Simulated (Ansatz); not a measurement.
A H vacancy and a Li vacancy, 3.45 Å apart on the ideal sites in rocksalt LiH, 62 atoms, charge 0

Method: Ansatz, DFT, PBEsol, PAW, plane waves.

Command:

```sh
ansatz run in.yaml --threads 8 --pin off --max-ram 118750MiB --runs-dir r --events-out ev --progress --plain --backend cuda --devices 0,
```

The input less its lattice and atoms:

```yaml
crystal:
  symmetry: { detect: false }
kpoints:
  mp_grid: { grid: [1, 1, 1], shift: [0.25, 0.25, 0.25] }
hamiltonian:
  xc: pbesol
scf:
  occupations: { method: fermi_dirac, width: 0.01 }
relax:
  f_tol: 0.03
  max_steps: 80
  escape_saddle: false
  adjacent_minimum: "off"
output:
  forces: true
  eigenvalues: true
  populations: true
```

Start:

```
H Li
1.0
     7.95994    0.00000    0.00000
     0.00000    7.95994    0.00000
     0.00000    0.00000    7.95994
H Li
31 31
Direct
  0.24791 0.00358 0.00239
  0.25521 0.00143 0.49828
  0.24807 0.50035 0.99744
  0.74636 0.00102 0.00189
  0.74782 0.00143 0.49702
  0.74662 0.49890 0.00142
  0.75207 0.49925 0.50166
  0.99918 0.24614 0.00084
  0.99891 0.25396 0.49930
  0.99765 0.75194 0.99910
  0.00147 0.75151 0.49883
  0.50279 0.25229 0.99755
  0.50714 0.24591 0.50137
  0.50209 0.75376 0.00006
  0.49713 0.74914 0.50186
  0.99830 0.99917 0.24657
  0.00085 0.99975 0.74667
  0.99968 0.49590 0.25027
  0.00290 0.49885 0.75107
  0.50050 0.99850 0.25099
  0.50135 0.00104 0.74801
  0.50021 0.49894 0.24795
  0.50053 0.49993 0.74918
  0.24802 0.24869 0.25048
  0.25189 0.24934 0.74539
  0.24767 0.74965 0.24929
  0.25333 0.74676 0.74732
  0.75181 0.25336 0.25147
  0.75405 0.25086 0.75311
  0.75001 0.75343 0.24991
  0.74608 0.75241 0.74607
  0.00267 0.00017 0.00224
  0.99865 0.99641 0.49906
  0.00156 0.50114 0.00041
  0.99908 0.50477 0.50354
  0.49889 0.99722 0.00240
  0.50136 0.99684 0.49874
  0.49721 0.50000 0.99726
  0.49927 0.50262 0.50239
  0.24930 0.24596 0.00202
  0.25159 0.24990 0.50082
  0.25415 0.74728 0.99531
  0.25173 0.75198 0.50169
  0.75209 0.25265 0.00378
  0.75164 0.25305 0.49854
  0.74914 0.75786 0.99721
  0.75385 0.74975 0.50089
  0.25169 0.00057 0.24884
  0.25135 0.99705 0.75224
  0.25301 0.50077 0.24917
  0.25231 0.49980 0.74630
  0.75214 0.99838 0.24844
  0.74924 0.00191 0.75165
  0.74664 0.49612 0.24692
  0.74987 0.49787 0.74959
  0.00332 0.25063 0.74791
  0.99840 0.75429 0.24969
  0.99735 0.75355 0.75175
  0.50261 0.24885 0.25176
  0.50253 0.25425 0.74874
  0.50102 0.75073 0.24628
  0.49974 0.74678 0.74990
```

Steps:

```tsv
step	energy less the first (eV)	largest force component (eV/Å)
start	0.000	1.004
1	-1.052	0.122
2	-1.105	0.015
```

A structure on the way, about -1.05 eV from the start:

```
H Li
1.0
     7.95994    0.00000    0.00000
     0.00000    7.95994    0.00000
     0.00000    0.00000    7.95994
H Li
31 31
Direct
  0.25123 0.99967 0.99892
  0.25444 0.99822 0.50053
  0.25142 0.50264 0.99667
  0.74668 0.99842 0.99926
  0.74846 0.99847 0.50013
  0.74683 0.50175 0.99872
  0.74886 0.50209 0.50330
  0.00196 0.24952 0.98758
  0.00528 0.25709 0.51167
  0.99963 0.75041 0.99599
  0.00530 0.74751 0.50194
  0.49973 0.25220 0.99680
  0.49995 0.25452 0.50258
  0.49897 0.75132 0.99876
  0.49316 0.74385 0.50088
  0.00069 0.98706 0.24970
  0.00187 0.99675 0.74659
  0.00500 0.51130 0.25491
  0.00672 0.50277 0.74591
  0.49872 0.99678 0.25048
  0.49944 0.99899 0.74857
  0.49554 0.50206 0.25422
  0.49569 0.50019 0.74463
  0.26248 0.25411 0.25498
  0.25381 0.25558 0.74222
  0.25197 0.74527 0.25435
  0.25235 0.74388 0.74411
  0.73847 0.25302 0.25169
  0.75007 0.25207 0.75038
  0.74757 0.75148 0.25071
  0.74801 0.75060 0.74725
  0.00151 0.00601 0.00667
  0.99790 0.00423 0.49420
  0.99941 0.49541 0.00538
  0.97837 0.49750 0.49603
  0.50059 0.00074 0.00163
  0.50323 0.99978 0.49877
  0.50122 0.49794 0.99967
  0.52272 0.50000 0.49900
  0.24463 0.24656 0.00626
  0.24539 0.22695 0.49489
  0.25032 0.75013 0.99898
  0.24960 0.77281 0.49860
  0.75676 0.25132 0.00672
  0.75641 0.24984 0.49391
  0.75038 0.75400 0.99983
  0.75248 0.75194 0.49914
  0.24591 0.00511 0.24852
  0.25088 0.00072 0.75164
  0.24557 0.49507 0.22758
  0.24917 0.49773 0.76968
  0.75631 0.00463 0.24954
  0.74975 0.00357 0.75061
  0.75376 0.49379 0.24638
  0.75160 0.49757 0.75222
  0.00077 0.24950 0.74984
  0.99874 0.75114 0.24817
  0.99747 0.75300 0.75209
  0.50239 0.24833 0.25014
  0.50319 0.24964 0.75053
  0.50209 0.75143 0.24716
  0.50209 0.75029 0.75002
```

End:

```xyz
62
Lattice="7.9599 0.0000 0.0000 0.0000 7.9599 0.0000 0.0000 0.0000 7.9599" Properties=species:S:1:pos:R:3 pbc="T T T"
H     1.9942    0.0031    7.9582
H     1.9958    0.0156    3.9782
H     1.9951    3.9841    0.0108
H     5.9747    0.0034    7.9587
H     5.9750    0.0033    3.9753
H     5.9750    3.9808    7.9592
H     5.9873    3.9845    3.9788
H     0.0153    2.0015    7.8247
H     0.0370    2.0252    4.0823
H     0.0132    5.9555    7.9367
H     0.0471    5.9315    3.9948
H     3.9666    2.0010    7.9372
H     3.9449    2.0363    3.9951
H     3.9741    5.9620    7.9513
H     3.9471    5.9356    3.9825
H     0.0139    7.8298    1.9964
H     0.0130    7.9421    5.9495
H     0.0349    4.0872    2.0193
H     0.0481    4.0001    5.9264
H     3.9656    7.9409    1.9965
H     3.9735    7.9568    5.9567
H     3.9426    3.9999    2.0308
H     3.9499    3.9868    5.9317
H     2.0991    2.0230    2.0193
H     2.0120    2.0370    5.9244
H     2.0111    5.9297    2.0316
H     1.9988    5.9358    5.9308
H     5.8409    2.0018    1.9982
H     5.9546    2.0026    5.9513
H     5.9533    5.9564    1.9961
H     5.9683    5.9635    5.9572
Li    7.9572    0.0501    0.0456
Li    7.9348    0.0495    3.9281
Li    7.9337    3.9337    0.0446
Li    7.8009    3.9301    3.9253
Li    3.9919    0.0159    0.0125
Li    4.0143    0.0190    3.9654
Li    4.0148    3.9702    0.0144
Li    4.1736    3.9688    3.9644
Li    1.9449    1.9619    0.0448
Li    1.9420    1.8295    3.9248
Li    1.9829    6.0013    0.0151
Li    1.9807    6.1612    3.9642
Li    6.0232    1.9844    0.0469
Li    6.0215    1.9631    3.9275
Li    5.9876    5.9805    0.0111
Li    5.9928    6.0022    3.9660
Li    1.9454    0.0489    1.9580
Li    1.9832    0.0207    5.9981
Li    1.9410    3.9287    1.8244
Li    1.9806    3.9688    6.1559
Li    6.0226    0.0494    1.9801
Li    5.9872    0.0180    5.9748
Li    6.0202    3.9334    1.9578
Li    5.9924    3.9710    5.9977
Li    0.0097    1.9983    5.9558
Li    0.0097    5.9610    1.9930
Li    0.0096    5.9689    5.9632
Li    3.9729    1.9972    1.9932
Li    3.9805    1.9987    5.9626
Li    3.9792    5.9670    1.9935
Li    3.9822    5.9697    5.9655
```

The calculation finished and met its thresholds.

Time: 4.3 s of wall time on one NVIDIA GB300 with 8 processor threads, on a host shared with other runs; peak host memory 1.5 GiB.

(1) How much energy did the relaxation gain, and which atom moved most?

The one k point has no symmetry partners, which can distort the end along one axis.

Results:

(1) 1.11 eV in 2 steps, from a start with small random displacements; atom 51 (Li) moved 0.22 Å, the median atom 0.05 Å (drift of the whole cell removed).
